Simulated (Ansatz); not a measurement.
# CdS (Hawleyite) (F-43m) in Ansatz: notebook

One crystal, CdS (Hawleyite), is run at these levels: r2SCAN+rVV10; tasks: single point, equation of state.

Everything below comes from runs of Ansatz 0.2.0. Logs are shortened: lines on timing, memory, paths and dates and some standing lists are left out, and cuts for length are marked.

### 1 Starting point

It takes space group F-43m (No. 216, cubic). The conventional cell has a = 5.833 Å, b = 5.833 Å, c = 5.833 Å, α = 90.00°, β = 90.00°, γ = 90.00°. Around Cd (site symmetry -43m) lie 4 S at 2.53 Å. Around S (site symmetry -43m) lie 4 Cd at 2.53 Å.

### 2 Single point, r2SCAN+rVV10, 23.32 Å³/atom (volume scaled by 0.94)

File input.yaml:

```yaml
crystal:
  lattice:
    - [0.0, 2.8569628861, 2.8569628861]
    - [2.8569628861, 0.0, 2.8569628861]
    - [2.8569628861, 2.8569628861, 0.0]
  atoms:
    - { symbol: Cd, position: [0.0, 0.0, 0.0] }
    - { symbol: S, position: [0.75, 0.75, 0.75] }
hamiltonian:
  xc: r2scan
  pseudopotentials: { kind: paw }
  dispersion: rvv10
kpoints:
  mp_grid: { grid: [8, 8, 8] }
scf:
  occupations: { method: fermi_dirac, width: 0.05 }
output:
  forces: true
  stress: true
  eigenvalues: true
```

Potentials or basis: Ansatz PAW.

Run with:

```
$ ansatz run input.yaml --threads 2 --pin off --max-ram 5120MiB --backend cpu --events-out ev --progress --plain --runs-dir out
```

The log of the run:

```text
Warning: RAYON_NUM_THREADS=2 ignored (pool sized by the plan → 2); use --threads N
Engine: ansatz 0.2.0, x86_64-unknown-linux-gnu
Pseudopotentials: kind: paw
Pseudopotential: Cd, paw, valence charge 20, recommended cutoff 500 eV (meta_gga), Cd.paw.azcp
Pseudopotential: S, paw, valence charge 6, recommended cutoff 500 eV (meta_gga), S.paw.azcp
Functional definition: r2SCAN+rVV10
  parameter k0 = 0.174
  parameter k1 = 0.065
  parameter a1 = 4.9479
  exchange = r2scan_x(k0 = k0, k1 = k1, a1 = a1)
  correlation = r2scan_c + rvv10(11.95, 0.0093)
Crystal: 2 atoms, lattice volume = 46.638 Å³
Basis set: ecut = 500 eV, 1243 PW (Γ), exchange–correlation on 144×144×144 points (64 copies of the dense FFT grid, shifted against one another)
Bands: 17, of which v1, the nominal top of the filled ones, is band 13 counted from 1 (12 counted from 0)
Symmetry: 24 space group operations
Space group: F-43m (ITA 216), of the structure as read, at distance tolerance 3.6e-5 Å
k-points: 29 of 512 (time reversal used)
Non-local potential: Cd, projectors of the file, l = 0: 3, l = 1: 2, l = 2: 2, l = 3: 1
Non-local potential: S, projectors of the file, l = 0: 2, l = 1: 2, l = 2: 2
PAW form: soft (Blöchl's): semilocal exchange-correlation on the pseudo side does not see the compensation charge
rVV10 density: all electrons in the spheres
PAW frozen core: Cd, regenerated for the run's functional (the file was generated under x = pbe(κ = 0.804, μ = 0.2195149727645171), c = pbe(β = 0.06672455060314922))
PAW frozen core: S, regenerated for the run's functional (the file was generated under x = pbe(κ = 0.804, μ = 0.2195149727645171), c = pbe(β = 0.06672455060314922))
PAW one-centre angular grid: Cd, 590 points (default); XC on 160 Gauss nodes
PAW one-centre angular grid: S, 302 points (default); XC on 160 Gauss nodes
Initial density: superposition of atomic densities (neutral atoms: chi_scale 0, normalization atom), corrected by the library's trained network
Initial wavefunctions: pseudopotential atomic-orbital guess
Functional: x = r2scan, c = r2scan + rvv10(b = 11.95, C = 0.0093); τ floored in thin density (d = 2e-4 eV/Å³)
SCF iter   1: F=—  HF=-9173.095316 eV  |F-HF|=—  |Δ(HF+E_count)|=         —  Δρ=5.92e-3  dr2=9.36e-3  dr2_τ=1.72e-2  ethr=1.77e-3  ⟨swp⟩=5.6  Hψ=2466  notcnv=0
preconditioner: auto → none  [insulator: Δε(μ)=1.628 eV  Ē_g=13.318 eV  σ=0.050 eV  W_gap=1.00  n_scr=14 (ndim 8)  ℏωp=23.1 eV  f_vac=0.113  D(μ)=0.00/eV (n_scr^D=0)  ε∞_Penn≈4.0]
SCF iter   2: F=—  HF=-9173.108849 eV  |F-HF|=—  |Δ(HF+E_count)|=   1.35e-2  Δρ=3.12e-3  dr2=2.00e-3  dr2_τ=4.15e-4  ethr=3.60e-5  ⟨swp⟩=2.9  Hψ=1199  notcnv=0
SCF iter   3: F=—  HF=-9173.109390 eV  |F-HF|=—  |Δ(HF+E_count)|=   5.41e-4  Δρ=1.47e-3  dr2=4.37e-4  dr2_τ=6.24e-5  ethr=7.68e-6  ⟨swp⟩=2.1  Hψ=665  notcnv=0
SCF iter   4: F=—  HF=-9173.109610 eV  |F-HF|=—  |Δ(HF+E_count)|=   2.20e-4  Δρ=1.60e-4  dr2=1.05e-5  dr2_τ=8.81e-7  ethr=1.68e-6  ⟨swp⟩=3.0  Hψ=891  notcnv=0
SCF iter   5: F=—  HF=-9173.109601 eV  |F-HF|=—  |Δ(HF+E_count)|=   8.10e-6  Δρ=3.98e-5  dr2=3.90e-7  dr2_τ=3.20e-8  ethr=4.04e-8  ⟨swp⟩=2.0  Hψ=741  notcnv=0
SCF iter   6: F=-9173.109602 eV  HF=-9173.109602 eV  |F-HF|=6.03e-9  |Δ(HF+E_count)|=   2.20e-7  Δρ=6.81e-6  dr2=2.14e-8  dr2_τ=4.86e-9  ethr=3.85e-10  ⟨swp⟩=6.0  Hψ=2151  notcnv=0
SCF 1 converged in 6 iterations: F = -9173.109602 eV  dr2 = 2.14e-8
SCF converged after 6 iterations
Free energy (F): -9173.109602 eV
Harris-Foulkes:  -9173.109602 eV  (|F-HF|=6.03e-9)
Internal energy: -9173.109602 eV  (E = F + TS)
E sigma→0 (E₀):  -9173.109602 eV
Fermi energy:    8.413343 eV
--- Per-component energies (eV) ---
  E_band       = -515.279153
  E_kinetic    = 613.747712
  E_local      = -3920.656555  (includes V_loc(G=0)·N_el)
  E_nonlocal   = 62.908440
  E_hartree    = 1806.954504
  E_xc         = -258.551574
  E_vxc        = -341.051118  (∫ρ·V_xc dr)
  E_paw        = -4715.486374  (= ΣΔE_a)
  E_vpaw       = -565.897818  (= ΣTr[D̂ρ^β])
  E_aug_tail   = 0.000006  (compensation charges beyond the density's cutoff)
  E_vtau       = 21.755406  (kinetic-family band-sum trace: ∫τ·v_τ [+ j·A + Jᵃ·Aᵃ] dr)
  E_ewald      = -2761.351223
  E_core_change = -0.674537  (= ΣΔE_core)
  E_smearing   = -0.000000  (= −TS)
  E_closure    = -0.000000  (closes the sum)
  Σ components = -9173.109602   (vs F -9173.109602, Δ=0.00e0)
--- Forces (eV/Å), atoms counted from 1 ---
  atom   1  Cd    -0.00000000    -0.00000000    -0.00000000
  atom   2  S      0.00000000    -0.00000000     0.00000000
  max |Σ_I F_I| component: 1.20e-16 eV/Å
--- Stress (GPa, compression-positive) ---
        5.235339      -0.000000      -0.000000
       -0.000000       5.235339       0.000000
       -0.000000       0.000000       5.235339
  P = ⅓ Tr σ = 5.2353 GPa (52.353 kbar)
--- Band table (eV; the first three rows and the last of 29) ---
  k-point 0: bands = ["-96.6537", "-56.8170", "-56.8170", "-56.8170", "-5.7465", "-0.6965", "-0.6965", "-0.6965", "-0.0924", "-0.0924", "7.5418", "7.5418", "7.5418", "9.2133", "14.5488", "14.5488", "14.5488"]
  k-point 1: bands = ["-96.6537", "-56.8172", "-56.8170", "-56.8170", "-5.6742", "-0.6689", "-0.6689", "-0.6364", "-0.0937", "-0.0937", "6.5087", "7.4020", "7.4020", "10.0266", "14.2668", "14.7697", "14.7697"]
  k-point 2: bands = ["-96.6536", "-56.8175", "-56.8171", "-56.8171", "-5.4983", "-0.6087", "-0.6087", "-0.4147", "-0.0872", "-0.0872", "4.8820", "7.0868", "7.0868", "10.8640", "14.2765", "15.0825", "15.0825"]
  k-point 28: bands = ["-96.6536", "-56.8178", "-56.8176", "-56.8174", "-5.0987", "-0.4165", "-0.3760", "-0.1421", "-0.0885", "0.6600", "3.3056", "4.9241", "5.0485", "13.1856", "13.7577", "15.3950", "15.8730"]
```

Run time: 3.6 s. Hardware: 2 threads of AMD EPYC 7B13 (Zen 3), shared host; peak memory 0.6 GiB.

Results:

| Property | Result |
| --- | --- |
| Free energy | -9173.1096 eV |
| Pressure | 5.2 GPa |
| Band gap on the k mesh | 1.67 eV, direct |

Caveat: the PAW data sets come from PBE, with cores solved anew for the run's functional, which leaves a small shift of forces and pressure.

### 3 Single point, r2SCAN+rVV10, 23.82 Å³/atom (volume scaled by 0.96)

input.yaml: that of step 2 with these lines changed.

```diff
@@ -2,5 +2,5 @@
   lattice:
-    - [0.0, 2.8569628861, 2.8569628861]
-    - [2.8569628861, 0.0, 2.8569628861]
-    - [2.8569628861, 2.8569628861, 0.0]
+    - [0.0, 2.8770830059, 2.8770830059]
+    - [2.8770830059, 0.0, 2.8770830059]
+    - [2.8770830059, 2.8770830059, 0.0]
   atoms:
```

Potentials or basis: Ansatz PAW.

Run with:

```
$ ansatz run input.yaml --threads 2 --pin off --max-ram 5120MiB --backend cpu --events-out ev --progress --plain --runs-dir out
```

Wall time 3.6 s (2 threads of AMD EPYC 7B13 (Zen 3), shared host); peak memory 0.6 GiB.

It converged, with:

* Free energy: -9173.1366 eV
* Pressure: 3.5 GPa
* Band gap on the k mesh: 1.63 eV, direct

Caveat: the PAW data sets come from PBE, with cores solved anew for the run's functional, which leaves a small shift of forces and pressure.

### 4 Single point, r2SCAN+rVV10, 24.31 Å³/atom (volume scaled by 0.98)

input.yaml: that of step 3 with these lines changed.

```diff
@@ -2,5 +2,5 @@
   lattice:
-    - [0.0, 2.8770830059, 2.8770830059]
-    - [2.8770830059, 0.0, 2.8770830059]
-    - [2.8770830059, 2.8770830059, 0.0]
+    - [0.0, 2.8969255847, 2.8969255847]
+    - [2.8969255847, 0.0, 2.8969255847]
+    - [2.8969255847, 2.8969255847, 0.0]
   atoms:
```

Run with:

```
$ ansatz run input.yaml --threads 2 --pin off --max-ram 5120MiB --backend cpu --events-out ev --progress --plain --runs-dir out
```

Run time: 3.7 s. Hardware: 2 threads of AMD EPYC 7B13 (Zen 3), shared host; peak memory 0.59 GiB.

The run converged. Its results:

| Item | Value |
| --- | --- |
| Free energy | -9173.1535 eV |
| Pressure | 2.0 GPa |
| Band gap on the k mesh | 1.58 eV, direct |

Caveat: the PAW data sets come from PBE, with cores solved anew for the run's functional, which leaves a small shift of forces and pressure.

### 5 Single point, r2SCAN+rVV10, 24.81 Å³/atom

input.yaml: that of step 4 with these lines changed.

```diff
@@ -2,5 +2,5 @@
   lattice:
-    - [0.0, 2.8969255847, 2.8969255847]
-    - [2.8969255847, 0.0, 2.8969255847]
-    - [2.8969255847, 2.8969255847, 0.0]
+    - [0.0, 2.9165, 2.9165]
+    - [2.9165, 0.0, 2.9165]
+    - [2.9165, 2.9165, 0.0]
   atoms:
```

Run with:

```
$ ansatz run input.yaml --threads 2 --pin off --max-ram 5120MiB --backend cpu --events-out ev --progress --plain --runs-dir out
```

It took 3.6 s on 2 threads of AMD EPYC 7B13 (Zen 3), shared host; peak memory 0.6 GiB.

The run converged. Its results:

| Property | Result |
| --- | --- |
| Free energy | -9173.1613 eV |
| Pressure | 0.6 GPa |
| Band gap on the k mesh | 1.54 eV, direct |

Caveat: the PAW data sets come from PBE, with cores solved anew for the run's functional, which leaves a small shift of forces and pressure.

### 6 Single point, r2SCAN+rVV10, 25.30 Å³/atom (volume scaled by 1.02)

input.yaml: that of step 5 with these lines changed.

```diff
@@ -2,5 +2,5 @@
   lattice:
-    - [0.0, 2.9165, 2.9165]
-    - [2.9165, 0.0, 2.9165]
-    - [2.9165, 2.9165, 0.0]
+    - [0.0, 2.9358151324, 2.9358151324]
+    - [2.9358151324, 0.0, 2.9358151324]
+    - [2.9358151324, 2.9358151324, 0.0]
   atoms:
```

Potentials or basis: Ansatz PAW.

Run with:

```
$ ansatz run input.yaml --threads 2 --pin off --max-ram 5120MiB --backend cpu --events-out ev --progress --plain --runs-dir out
```

Run time: 3.9 s. Hardware: 2 threads of AMD EPYC 7B13 (Zen 3), shared host; peak memory 0.61 GiB.

Results (log left out):

```yaml
Free_energy: -9173.1609 eV
Pressure: -0.7 GPa
Band_gap_on_the_k_mesh: 1.49 eV, direct
```

Caveat: the PAW data sets come from PBE, with cores solved anew for the run's functional, which leaves a small shift of forces and pressure.

### 7 Single point, r2SCAN+rVV10, 25.80 Å³/atom (volume scaled by 1.04)

input.yaml: that of step 6 with these lines changed.

```diff
@@ -2,5 +2,5 @@
   lattice:
-    - [0.0, 2.9358151324, 2.9358151324]
-    - [2.9358151324, 0.0, 2.9358151324]
-    - [2.9358151324, 2.9358151324, 0.0]
+    - [0.0, 2.9548794012, 2.9548794012]
+    - [2.9548794012, 0.0, 2.9548794012]
+    - [2.9548794012, 2.9548794012, 0.0]
   atoms:
@@ -20 +20,5 @@
   eigenvalues: true
+  write_density: true
+  write_potential: true
+  elf: true
+  volumetric_format: npy
```

Run with:

```
$ ansatz run input.yaml --threads 2 --pin off --max-ram 5120MiB --backend cpu --events-out ev --progress --plain --runs-dir out
```

Run time: 4.8 s. Hardware: 2 threads of AMD EPYC 7B13 (Zen 3), shared host; peak memory 0.61 GiB.

Results (log left out):

- Free energy: -9173.1532 eV
- Pressure: -1.8 GPa
- Band gap on the k mesh: 1.45 eV, direct

Caveat: the PAW data sets come from PBE, with cores solved anew for the run's functional, which leaves a small shift of forces and pressure.

### 8 Single point, r2SCAN+rVV10, 26.30 Å³/atom (volume scaled by 1.06)

File input.yaml:

```yaml
crystal:
  lattice:
    - [0.0, 2.9737007966, 2.9737007966]
    - [2.9737007966, 0.0, 2.9737007966]
    - [2.9737007966, 2.9737007966, 0.0]
  atoms:
    - { symbol: Cd, position: [0.0, 0.0, 0.0] }
    - { symbol: S, position: [0.75, 0.75, 0.75] }
hamiltonian:
  xc: r2scan
  pseudopotentials: { kind: paw }
  dispersion: rvv10
kpoints:
  mp_grid: { grid: [8, 8, 8] }
scf:
  occupations: { method: fermi_dirac, width: 0.05 }
output:
  forces: true
  stress: true
  eigenvalues: true
```

Run with:

```
$ ansatz run input.yaml --threads 2 --pin off --max-ram 5120MiB --backend cpu --events-out ev --progress --plain --runs-dir out
```

It took 4 s on 2 threads of AMD EPYC 7B13 (Zen 3), shared host; peak memory 0.6 GiB.

Results (log left out):

* Free energy: -9173.1390 eV
* Pressure: -2.8 GPa
* Band gap on the k mesh: 1.40 eV, direct

Caveat: the PAW data sets come from PBE, with cores solved anew for the run's functional, which leaves a small shift of forces and pressure.

### 9 Equation of state, r2SCAN+rVV10

Potentials or basis: Ansatz PAW.

This step only gathers the single runs of the series.

Results:

```yaml
Equilibrium_volume: 25.03 Å³/atom
Bulk_modulus: 63 GPa
Pressure_derivative_of_the_bulk_modulus: 4.5
```

Energy against volume, from the lowest point:
```csv
volume (Å³/atom),energy (meV/atom)
23.319,25.83
23.815,12.33
24.312,3.88
24.808,0.00
25.304,0.17
25.800,4.01
26.296,11.11
```

Caveat: the PAW data sets were made with another functional, which shifts forces and pressure a little.
